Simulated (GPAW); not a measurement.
# BaTiO3 (Pm-3m) in GPAW: further runs

Runs on BaTiO3. Level: PBEsol. Tasks: relaxation of cell and atoms.

All numbers are computed with GPAW 26.7.0; they aren't measurements. Logs are shortened: lines on timing, memory, paths and dates and some standing lists are left out, and cuts for length are marked. The log counts tension as positive stress, the text compression.

## 1. The crystal as given

It takes space group Pm-3m (No. 221, cubic). The conventional cell has a = 4.006 Å, b = 4.006 Å, c = 4.006 Å, α = 90.00°, β = 90.00°, γ = 90.00°. Ba (site symmetry m-3m) is surrounded by 12 O at 2.83 Å. Ti (site symmetry m-3m) has 6 O at 2.00 Å as nearest neighbours. O (site symmetry 4/mmm) is surrounded by 2 Ti at 2.00 Å.

## 2. Relaxation of cell and atoms, PBEsol

File run.py:

```python
from ase import Atoms
from ase.filters import FrechetCellFilter
from ase.io import write
from ase.optimize import BFGS
from gpaw import GPAW, PW, setup_paths

setup_paths.insert(0, '.')

atoms = Atoms(['Ba', 'Ti', 'O', 'O', 'O'],
              cell=[[4.006, 0.0, 0.0],
                    [0.0, 4.006, 0.0],
                    [0.0, 0.0, 4.006]],
              scaled_positions=[[0.5, 0.5, 0.5],
                                [0.0, 0.0, 0.0],
                                [0.0, 0.0, 0.5],
                                [0.0, 0.5, 0.0],
                                [0.5, 0.0, 0.0]],
              pbc=True)

calc = GPAW(mode=PW(800),
            xc='PBEsol',
            kpts={'size': (6, 6, 6), 'gamma': True},
            occupations={'name': 'fermi-dirac', 'width': 0.05},
            nbands=36,
            convergence={'density': 1e-05, 'forces': 0.0001},
            maxiter=150,
            txt='gpaw.txt')
atoms.calc = calc
opt = BFGS(FrechetCellFilter(atoms), trajectory='relax.traj', logfile='-')
done = opt.run(fmax=0.02, steps=60)
calc.write('gs.gpw')
write('result.traj', atoms)
print('Converged:', done)
print('Cell:', atoms.cell.cellpar().round(4))
print('Volume:', round(atoms.get_volume(), 4))
print(atoms.get_scaled_positions().round(5))
```

Potentials or basis: PAW data sets generated in the run's folder for this functional, pw.

Launch:

```bash
$ gpaw-setup -f PBEsol Ba O Ti
$ OMP_NUM_THREADS=1 python run.py
```

gpaw.txt:

```text
__  _  _
 | _ |_)|_||  |
 |__||  | ||/\| - 26.7.0

Input parameters:
  mode=PW(ecut=800.0),
  convergence={'density': 1e-05, 'forces': 0.0001},
  kpts=MonkhorstPack(size=(6, 6, 6), gamma=True),
  maxiter=150,
  nbands=36,
  occupations=Occupations(name='fermi-dirac', width=0.05),
  xc=XC(name='PBEsol')

Diagonalizing LCAO Hamiltonian
Converting LCAO to pw mode
   .---------.
  /|         |
 * |         |
 | |   Ba    |
 O |         |
 | .---------.
 |/         /
 Ti---O----*

Atoms  # Å, Bohr magnetons
|   | symbol |        x |        y |        z |    initial magnetic moments |
|---|--------|----------|----------|----------|-----------------------------|
| 0 |     Ba | 2.003000 | 2.003000 | 2.003000 | ( 0.0000,  0.0000,  0.0000) |
| 1 |     Ti | 0.000000 | 0.000000 | 0.000000 | ( 0.0000,  0.0000,  0.0000) |
| 2 |      O | 0.000000 | 0.000000 | 2.003000 | ( 0.0000,  0.0000,  0.0000) |
| 3 |      O | 0.000000 | 2.003000 | 0.000000 | ( 0.0000,  0.0000,  0.0000) |
| 4 |      O | 2.003000 | 0.000000 | 0.000000 | ( 0.0000,  0.0000,  0.0000) |

Unit cell  # Å
| periodic |        x |        y |        z |  lengths |    angles |
|----------|----------|----------|----------|----------|-----------|
|      yes | 4.006000 | 0.000000 | 0.000000 | 4.006000 | 90.000000 |
|      yes | 0.000000 | 4.006000 | 0.000000 | 4.006000 | 90.000000 |
|      yes | 0.000000 | 0.000000 | 4.006000 | 4.006000 | 90.000000 |

Number of symmetries: 48
Symmetry operations  # r_c * U_cc + t_c -> r_c
|    | kind |            matrix            |
|----|------|------------------------------|
|  0 |  E   |  1, 0, 0,  0, 1, 0,  0, 0, 1 |
|  1 |  σ   |  1, 0, 0,  0, 1, 0,  0, 0,-1 |
|  2 |  σ   |  1, 0, 0,  0, 0, 1,  0, 1, 0 |
|  3 |  C4  |  1, 0, 0,  0, 0, 1,  0,-1, 0 |
|  4 |  C4  |  1, 0, 0,  0, 0,-1,  0, 1, 0 |
|  5 |  σ   |  1, 0, 0,  0, 0,-1,  0,-1, 0 |
|  6 |  σ   |  1, 0, 0,  0,-1, 0,  0, 0, 1 |
|  7 |  C2  |  1, 0, 0,  0,-1, 0,  0, 0,-1 |
|  8 |  σ   |  0, 1, 0,  1, 0, 0,  0, 0, 1 |
|  9 |  C2  |  0, 1, 0,  1, 0, 0,  0, 0,-1 |
| 10 |  C3  |  0, 1, 0,  0, 0, 1,  1, 0, 0 |
| 11 |  S6  |  0, 1, 0,  0, 0, 1, -1, 0, 0 |
| 12 |  S6  |  0, 1, 0,  0, 0,-1,  1, 0, 0 |
| 13 |  C3  |  0, 1, 0,  0, 0,-1, -1, 0, 0 |
[... 193 lines left out ...]
SCF iterations
|iter     | |      energy | eigst |  dens |force |
|---------|-|-------------|-------|-------|------|
|iter:   1| |  -46.518221 | +0.28 |       |      |
|iter:   2| |  -44.915856 | -1.41 | -0.88 |      |
|iter:   3| |  -41.699540 | -0.93 | -0.96 |      |
|iter:   4| |  -41.514534 | -2.21 | -1.47 |      |
|iter:   5| |  -41.478897 | -2.89 | -1.65 |      |
|iter:   6| |  -41.479392 | -3.71 | -1.99 |      |
|iter:   7| |  -41.479501c| -4.98 | -2.83 |      |
|iter:   8| |  -41.479507c| -5.91 | -3.39 |      |
|iter:   9| |  -41.479508c| -7.53c| -4.01 |      |
|iter:  10| |  -41.479508c| -8.21c| -5.03c|      |
|iter:  11| |  -41.479508c| -8.73c| -5.48c|-22.82c|

Converged in 11 steps
Energy contributions relative to reference atoms: (reference = -250490.376484)

Energy contributions:
  Kinetic:          38.356897
  Coulomb:         -42.149372
  Zero:              0.836580
  External:          0.000000
  Xc:              -38.523612
  Entropy:          -0.000000
  Spinorbit:         0.000000
  ----------------------------
  Free energy:     -41.479508
  Extrapolated:    -41.479508
[... 42 lines left out ...]
Forces  # eV/Ang
|        x |        y |        z |
|----------|----------|----------|
| -0.00000 | -0.00000 |  0.00000 |  # Ba   0
| -0.00000 |  0.00000 |  0.00000 |  # Ti   1
|  0.00000 |  0.00000 | -0.00000 |  # O    2
|  0.00000 | -0.00000 |  0.00000 |  # O    3
| -0.00000 |  0.00000 |  0.00000 |  # O    4

Interpolating wave functions to new cell
   .---------.
  /|         |
 * |         |
 | |   Ba    |
 | |         |
 O .---------.
 |O         /
 Ti---O----*

Atoms  # Å, Bohr magnetons
|   | symbol |         x |        y |        z |    initial magnetic moments |
|---|--------|-----------|----------|----------|-----------------------------|
| 0 |     Ba |  2.001558 | 2.001558 | 2.001558 | ( 0.0000,  0.0000,  0.0000) |
| 1 |     Ti | -0.000000 | 0.000000 | 0.000000 | ( 0.0000,  0.0000,  0.0000) |
| 2 |      O |  0.000000 | 0.000000 | 2.001558 | ( 0.0000,  0.0000,  0.0000) |
| 3 |      O |  0.000000 | 2.001558 | 0.000000 | ( 0.0000,  0.0000,  0.0000) |
| 4 |      O |  2.001558 | 0.000000 | 0.000000 | ( 0.0000,  0.0000,  0.0000) |

Unit cell  # Å
| periodic |        x |        y |        z |  lengths |    angles |
|----------|----------|----------|----------|----------|-----------|
|      yes | 4.003116 | 0.000000 | 0.000000 | 4.003116 | 90.000000 |
|      yes | 0.000000 | 4.003116 | 0.000000 | 4.003116 | 90.000000 |
|      yes | 0.000000 | 0.000000 | 4.003116 | 4.003116 | 90.000000 |

Number of symmetries: 48
Symmetry operations  # r_c * U_cc + t_c -> r_c
|    | kind |            matrix            |
|----|------|------------------------------|
|  0 |  E   |  1, 0, 0,  0, 1, 0,  0, 0, 1 |
|  1 |  σ   |  1, 0, 0,  0, 1, 0,  0, 0,-1 |
|  2 |  σ   |  1, 0, 0,  0, 0, 1,  0, 1, 0 |
|  3 |  C4  |  1, 0, 0,  0, 0, 1,  0,-1, 0 |
|  4 |  C4  |  1, 0, 0,  0, 0,-1,  0, 1, 0 |
|  5 |  σ   |  1, 0, 0,  0, 0,-1,  0,-1, 0 |
|  6 |  σ   |  1, 0, 0,  0,-1, 0,  0, 0, 1 |
|  7 |  C2  |  1, 0, 0,  0,-1, 0,  0, 0,-1 |
|  8 |  σ   |  0, 1, 0,  1, 0, 0,  0, 0, 1 |
|  9 |  C2  |  0, 1, 0,  1, 0, 0,  0, 0,-1 |
| 10 |  C3  |  0, 1, 0,  0, 0, 1,  1, 0, 0 |
| 11 |  S6  |  0, 1, 0,  0, 0, 1, -1, 0, 0 |
| 12 |  S6  |  0, 1, 0,  0, 0,-1,  1, 0, 0 |
| 13 |  C3  |  0, 1, 0,  0, 0,-1, -1, 0, 0 |
[... 193 lines left out ...]
SCF iterations
|iter     | |      energy | eigst |  dens |force |
|---------|-|-------------|-------|-------|------|
|iter:   1| |  -41.482659 | -3.30 |       |      |
|iter:   2| |  -41.482477 | -5.45 | -2.72 |      |
|iter:   3| |  -41.481918c| -4.61 | -2.77 |      |
|iter:   4| |  -41.481892c| -5.70 | -3.30 |      |
|iter:   5| |  -41.481891c| -6.87 | -3.74 |      |
|iter:   6| |  -41.481893c| -7.47c| -4.03 |      |
|iter:   7| |  -41.481893c| -8.33c| -4.52 |      |
|iter:   8| |  -41.481893c| -9.47c| -5.70c|      |
|iter:   9| |  -41.481893c|-10.13c| -6.12c|-24.44c|

Converged in 9 steps
Energy contributions relative to reference atoms: (reference = -250490.376484)

Energy contributions:
  Kinetic:          38.867841
  Coulomb:         -42.554056
  Zero:              0.835929
  External:          0.000000
  Xc:              -38.631607
  Entropy:          -0.000000
  Spinorbit:         0.000000
  ----------------------------
  Free energy:     -41.481893
  Extrapolated:    -41.481893
[... 28 lines left out ...]
Gap: 1.736 eV
Transition (v -> c):
  (s=0, k=19, n=19, [0.50, 0.50, 0.50]) -> (s=0, k=0, n=20, [0.00, 0.00, 0.00])
Direct/indirect transitions are different
Direct gap: 1.870 eV
Transition at: (s=0, k=0, n=19, [0.00, 0.00, 0.00])

Stress tensor  # eV/Ang^3
|         x |         y |        z |
|-----------|-----------|----------|
|  0.017361 | -0.000000 | 0.000000 |
| -0.000000 |  0.017361 | 0.000000 |
|  0.000000 |  0.000000 | 0.017361 |

Forces  # eV/Ang
|       x |       y |       z |
|---------|---------|---------|
| 0.00000 | 0.00000 | 0.00000 |  # Ba   0
| 0.00000 | 0.00000 | 0.00000 |  # Ti   1
| 0.00000 | 0.00000 | 0.00000 |  # O    2
| 0.00000 | 0.00000 | 0.00000 |  # O    3
| 0.00000 | 0.00000 | 0.00000 |  # O    4

Interpolating wave functions to new cell

              Ba
       O
         O
       Ti   O

Atoms  # Å, Bohr magnetons
|   | symbol |         x |         y |         z |    initial magnetic moments |
|---|--------|-----------|-----------|-----------|-----------------------------|
| 0 |     Ba |  1.990648 |  1.990648 |  1.990648 | ( 0.0000,  0.0000,  0.0000) |
| 1 |     Ti |  0.000000 | -0.000000 |  0.000000 | ( 0.0000,  0.0000,  0.0000) |
| 2 |      O | -0.000000 |  0.000000 |  1.990648 | ( 0.0000,  0.0000,  0.0000) |
| 3 |      O |  0.000000 |  1.990648 | -0.000000 | ( 0.0000,  0.0000,  0.0000) |
| 4 |      O |  1.990648 |  0.000000 | -0.000000 | ( 0.0000,  0.0000,  0.0000) |

Unit cell  # Å
| periodic |         x |         y |        z |  lengths |    angles |
|----------|-----------|-----------|----------|----------|-----------|
|      yes |  3.981296 |  0.000000 | 0.000000 | 3.981296 | 90.000000 |
|      yes |  0.000000 |  3.981296 | 0.000000 | 3.981296 | 90.000000 |
|      yes | -0.000000 | -0.000000 | 3.981296 | 3.981296 | 90.000000 |

Number of symmetries: 48
Symmetry operations  # r_c * U_cc + t_c -> r_c
|    | kind |            matrix            |
|----|------|------------------------------|
|  0 |  E   |  1, 0, 0,  0, 1, 0,  0, 0, 1 |
|  1 |  σ   |  1, 0, 0,  0, 1, 0,  0, 0,-1 |
|  2 |  σ   |  1, 0, 0,  0, 0, 1,  0, 1, 0 |
|  3 |  C4  |  1, 0, 0,  0, 0, 1,  0,-1, 0 |
|  4 |  C4  |  1, 0, 0,  0, 0,-1,  0, 1, 0 |
|  5 |  σ   |  1, 0, 0,  0, 0,-1,  0,-1, 0 |
|  6 |  σ   |  1, 0, 0,  0,-1, 0,  0, 0, 1 |
|  7 |  C2  |  1, 0, 0,  0,-1, 0,  0, 0,-1 |
|  8 |  σ   |  0, 1, 0,  1, 0, 0,  0, 0, 1 |
|  9 |  C2  |  0, 1, 0,  1, 0, 0,  0, 0,-1 |
| 10 |  C3  |  0, 1, 0,  0, 0, 1,  1, 0, 0 |
| 11 |  S6  |  0, 1, 0,  0, 0, 1, -1, 0, 0 |
| 12 |  S6  |  0, 1, 0,  0, 0,-1,  1, 0, 0 |
| 13 |  C3  |  0, 1, 0,  0, 0,-1, -1, 0, 0 |
[... 193 lines left out ...]
SCF iterations
|iter     | |      energy | eigst |  dens |force |
|---------|-|-------------|-------|-------|------|
|iter:   1| |  -41.543125 | -1.56 |       |      |
|iter:   2| |  -41.531792 | -3.71 | -1.85 |      |
|iter:   3| |  -41.492888 | -2.87 | -1.90 |      |
|iter:   4| |  -41.489723 | -3.96 | -2.47 |      |
|iter:   5| |  -41.489405c| -5.13 | -2.95 |      |
|iter:   6| |  -41.489340c| -5.76 | -3.31 |      |
|iter:   7| |  -41.489337c| -6.61 | -3.79 |      |
|iter:   8| |  -41.489337c| -7.75c| -4.84 |      |
|iter:   9| |  -41.489337c| -8.43c| -5.25c|      |
|iter:  10| |  -41.489337c| -9.33c| -6.16c|-24.13c|

Converged in 10 steps
Energy contributions relative to reference atoms: (reference = -250490.376484)

Energy contributions:
  Kinetic:          42.825532
  Coulomb:         -45.683570
  Zero:              0.830491
  External:          0.000000
  Xc:              -39.461789
  Entropy:          -0.000000
  Spinorbit:         0.000000
  ----------------------------
  Free energy:     -41.489337
  Extrapolated:    -41.489337
[... 28 lines left out ...]
Gap: 1.768 eV
Transition (v -> c):
  (s=0, k=19, n=19, [0.50, 0.50, 0.50]) -> (s=0, k=0, n=20, [0.00, 0.00, 0.00])
Direct/indirect transitions are different
Direct gap: 1.885 eV
Transition at: (s=0, k=0, n=19, [0.00, 0.00, 0.00])

Stress tensor  # eV/Ang^3
|         x |         y |         z |
|-----------|-----------|-----------|
| -0.000413 | -0.000000 |  0.000000 |
| -0.000000 | -0.000413 |  0.000000 |
|  0.000000 |  0.000000 | -0.000413 |

Forces  # eV/Ang
|        x |        y |        z |
|----------|----------|----------|
| -0.00000 | -0.00000 | -0.00000 |  # Ba   0
|  0.00000 |  0.00000 |  0.00000 |  # Ti   1
|  0.00000 |  0.00000 | -0.00000 |  # O    2
|  0.00000 | -0.00000 |  0.00000 |  # O    3
| -0.00000 |  0.00000 |  0.00000 |  # O    4

# Writing to gs.gpw (mode='')
```

It took 2.4 min on 1 thread of Arm Neoverse V1, shared host; peak memory 0.32 GiB.

Results:

```
Free energy                            : -41.4893 eV
Relaxed volume                         : 12.62 Å³/atom
Relaxed cell                           : a = 3.981 Å, b = 3.981 Å, c = 3.981 Å, α = 90.00°, β = 90.00°, γ = 90.00°
Space group after relaxing (to 0.05 Å) : Pm-3m (No. 221)
Energy gained by relaxing              : 2.0 meV/atom
Ionic steps                            : 3
Pressure after relaxing                : 0.1 GPa
Band gap on the k mesh                 : 1.77 eV, indirect (least direct gap 1.89 eV)
```

Step by step:
| step | energy change (eV) | largest force (eV/Å) | pressure (GPa) | volume (Å³) |
| --- | --- | --- | --- | --- |
| 1 | 0.0000 | 0.0000 | -3.14 | 64.29 |
| 2 | -0.0024 | 0.0000 | -2.78 | 64.15 |
| 3 | -0.0098 | 0.0000 | 0.07 | 63.11 |

Final structure:
```xyz
5
Lattice="3.9813 0.0000 0.0000 0.0000 3.9813 0.0000 0.0000 0.0000 3.9813" Properties=species:S:1:pos:R:3 pbc="T T T"
Ba    1.9906    1.9906    1.9906
Ti    0.0000    0.0000    0.0000
O     0.0000    0.0000    1.9906
O     0.0000    1.9906    0.0000
O     1.9906    0.0000    0.0000
```

Caveat: later steps reuse the first step's grids; spin-orbit coupling is left out, which moves the levels of the heavy elements.

[end of part 1 of 2]
